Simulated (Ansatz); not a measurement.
**KI: an energy map of one atom**

Aim: for KI, map the energy of atom 2 (I) over a plane.

Method: DFT PBE, scalar-relativistic, plane waves, PAW, in Ansatz 0.2.0.

### 1 The structure to begin with

It takes space group Fm-3m (No. 225, cubic). The conventional cell has a = 7.049 Å, b = 7.049 Å, c = 7.049 Å, α = 90.00°, β = 90.00°, γ = 90.00°. K (site symmetry m-3m) has 6 I at 3.52 Å in its first shell of neighbours. I (site symmetry m-3m) is surrounded by 6 K at 3.52 Å.

Structure file:

```
CELL_PARAMETERS angstrom
0.00000 3.52455 3.52455
3.52455 0.00000 3.52455
3.52455 3.52455 0.00000
ATOMIC_POSITIONS crystal
K 0.00000 0.00000 0.00000
I 0.50000 0.50000 0.50000
```

The cell is taken as given, not relaxed at this level.

### 2 Zero of energy

The reference gives a free energy of -9053.6875 eV, pressure 0.68 GPa, largest force 0.000 eV/Å and gap on the mesh 3.98 eV. It was computed beforehand with the settings of the runs below.

### 3 The scan: an energy map of one atom

Atom 2 (I) is moved by p along (1.000, 0.000, 0.000) and q along (0.000, 1.000, 0.000) (Å), all else fixed; its images in the other cells move with it. Points alike by symmetry are run once.

### 4 At p = -0.600, q = -0.600

Input file input.yaml:

```yaml
crystal:
  lattice:
    - [0.0, 3.52455, 3.52455]
    - [3.52455, 0.0, 3.52455]
    - [3.52455, 3.52455, 0.0]
  atoms:
    - { symbol: K, position: [0.0, 0.0, 0.0] }
    - { symbol: I, position: [0.5, 0.5, 0.329765502] }
basis:
  ecutwfc: 420
kpoints:
  mp_grid: { grid: [6, 6, 6] }
hamiltonian:
  xc: pbe
scf:
  occupations: { method: gaussian, width: 0.05 }
output:
  forces: true
  stress: true
  eigenvalues: true
  write_density: true
  write_potential: true
  elf: true
  volumetric_format: npy
```

Launch:

```console
$ ansatz run input.yaml --threads 1 --pin off --max-ram 2560MiB --backend cpu --events-out ev --progress --plain --runs-dir out
```

### 5 Point p = -0.600, q = 0.000

input.yaml: that of step 4 with these lines changed.

```diff
@@ -7,3 +7,3 @@
     - { symbol: K, position: [0.0, 0.0, 0.0] }
-    - { symbol: I, position: [0.5, 0.5, 0.329765502] }
+    - { symbol: I, position: [0.585117249, 0.414882751, 0.414882751] }
 basis:
```

### 6 At p = -0.600, q = -0.300

input.yaml: that of step 5 with these lines changed.

```diff
@@ -7,3 +7,3 @@
     - { symbol: K, position: [0.0, 0.0, 0.0] }
-    - { symbol: I, position: [0.585117249, 0.414882751, 0.414882751] }
+    - { symbol: I, position: [0.5425586245, 0.4574413755, 0.3723241265] }
 basis:
@@ -20,5 +20 @@
   eigenvalues: true
-  write_density: true
-  write_potential: true
-  elf: true
-  volumetric_format: npy
```

### 7 Point p = -0.300, q = 0.000

input.yaml: that of step 6 with these lines changed.

```diff
@@ -7,3 +7,3 @@
     - { symbol: K, position: [0.0, 0.0, 0.0] }
-    - { symbol: I, position: [0.5425586245, 0.4574413755, 0.3723241265] }
+    - { symbol: I, position: [0.5425586245, 0.4574413755, 0.4574413755] }
 basis:
```

### 8 At p = -0.300, q = -0.300

input.yaml: that of step 7 with these lines changed.

```diff
@@ -7,3 +7,3 @@
     - { symbol: K, position: [0.0, 0.0, 0.0] }
-    - { symbol: I, position: [0.5425586245, 0.4574413755, 0.4574413755] }
+    - { symbol: I, position: [0.5, 0.5, 0.414882751] }
 basis:
```

(Steps that only read results are left out.)

Q: Predict the outcome of this session. Wanted: highest point; lowest point away from the origin.

As calculated:

| quantity | value |
| --- | --- |
| highest point | 0.480 eV/cell at (p, q) = (-0.600, -0.600) |
| lowest point away from the origin | 0.056 eV/cell at (-0.300, 0.000) |

What this shows: No computed point lies below the origin. Read as harmonic, the points at ±0.300 Å give force constants of 1.25 eV/Å² along p and 1.25 eV/Å² along q, so the site is nearly isotropic in this plane. The gap on the mesh runs from 3.98 to 4.06 eV over the map. These runs have no spin-orbit coupling; with I it would split and shift bands.

The gaps are Kohn-Sham values of a semilocal functional, not quasiparticle or optical gaps. Such gaps usually fall short of the measured ones; spin-orbit coupling, left out here, narrows gaps with I, so the two errors partly cancel.
